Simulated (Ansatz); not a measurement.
# P (C2/m), a film clamped to a substrate

The calculation used DFT r2SCAN, scalar-relativistic, plane waves, PAW (Ansatz). The runs took a 500 eV cutoff, a Γ-centred 4×4×4 mesh and Gaussian smearing (0.05 eV). No spin polarisation. Energies are free energies at this smearing, counted from the undisturbed cell; pressure is positive in compression.

The starting cell (relaxed at this level; this form isn't the usual structure):

```yaml
crystal:
  lattice:
    - [4.82690, -4.29037, 0.00397]
    - [4.82690, 4.29037, 0.00397]
    - [-0.01913, 0.00000, 5.55709]
  atoms:
    - { symbol: P, position: [0.84455, 0.84455, 0.24978] }
    - { symbol: P, position: [0.15545, 0.15545, 0.75022] }
    - { symbol: P, position: [0.71471, 0.71471, 0.57254] }
    - { symbol: P, position: [0.28529, 0.28529, 0.42746] }
    - { symbol: P, position: [0.52011, 0.77540, 0.25076] }
    - { symbol: P, position: [0.22460, 0.47989, 0.74924] }
    - { symbol: P, position: [0.47989, 0.22460, 0.74924] }
    - { symbol: P, position: [0.77540, 0.52011, 0.25076] }
```

The cell holds molecules and no dispersion correction was added, so their binding is poorly described.

The cell (8 atoms, V0 = 230.17 Å³) is strained by p along both x and y and by q along z, fractional coordinates fixed. τp = (1/V0) ∂E/∂p = (σxx + σyy)(1 + p)(1 + q) and τq = (1/V0) ∂E/∂q = σzz(1 + p)², with tension positive.

| p | q | ΔE (meV/atom) | τp (GPa) | τq (GPa) |
| --- | --- | --- | --- | --- |
| 0.000 | 0.000 | 0.00 | 0.00 | 0.00 |
| -0.025 | 0.000 | 16.59 | -7.66 | -1.02 |
| 0.025 | 0.000 | 14.34 | 6.17 | 0.97 |
| 0.000 | -0.025 | 6.95 | -1.09 | -3.18 |
| 0.000 | 0.025 | 6.28 | 0.91 | 2.72 |

Q: Get the second derivatives of the energy density.

A: Central differences give A = ∂τp/∂p = 277 GPa (C11 + C22 + 2 C12), C = ∂τq/∂q = 118 GPa (C33) and the cross term B = ∂τq/∂p = 40 GPa (C13 + C23); ∂τp/∂q = 40 GPa must equal B, and any difference shows higher-order terms. The ions are clamped.

Q: A film of this crystal grows with z along the normal on a substrate that imposes p. How does its thickness respond, and what does the misfit cost?

A: Count p and q from the stress-free cell. A free surface needs τq = 0, so q = −(B/C) p = -0.34 p. The energy density left is (A − B²/C) p²/2 = M p², with the biaxial modulus M = 132 GPa; a misfit of 1 % costs 2.36 meV/atom, against 2.48 meV/atom if the thickness were held.

At p = -0.050 the energies along q are 123.8 (q = -0.050), 88.9 (q = -0.025), 71.5 (q = 0.000), 69.1 (q = 0.025), 79.5 (q = 0.050) meV/atom.

Q: Does the linear rule hold at this misfit?

A: A parabola through the lowest point and its neighbours has its minimum at q = 0.017, 68.5 meV/atom. With the stress left in the starting cell, τp0 and τq0, linear elasticity gives q = −(τq0 + Bp)/C = 0.017 and E = V0(τp0 p + τq0 q + Ap²/2 + Bpq + Cq²/2)/N = 59.1 meV/atom. The energies differ by more than a tenth, so the quadratic law fails here: the gap holds the anharmonic part, with some error from the wide steps. Cubic terms also shift the vertex of so wide a parabola.

Forces appear on the atoms along this scan, and letting them relax would lower the energy and soften the response.

Cost: 25 runs of about 7.8 core-minutes in all, on AMD EPYC 7R32 (Zen 2) (shared hosts).